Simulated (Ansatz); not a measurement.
**Zn, bcc: how the functional moves the structure**

All rows: Ansatz, plane waves with scalar-relativistic PAW, 420 eV (500 eV for the SCAN forms), relaxed under each functional, no dispersion correction, no zero-point motion. B₀ comes from uniform scaling at fixed shape; a dash is a value not given.

```csv
functional,V (Å³/atom),cell,B₀ (GPa),magnetic state,ΔE to hcp (meV/atom)
PBE,15.35,a = 3.131 Å,64,spin not included,85
r²SCAN,14.43,a = 3.067 Å,83,spin not included,100
PBEsol,14.30,a = 3.058 Å,81,spin not included,94
LDA,13.67,a = 3.013 Å,93,spin not included,102
revPBE,15.89,a = 3.168 Å,57,spin not included,80
RPBE,16.11,a = 3.182 Å,54,spin not included,78
BLYP,17.39,a = 3.264 Å,32,spin not included,105
```

LDA gives the smallest volume and BLYP the largest.
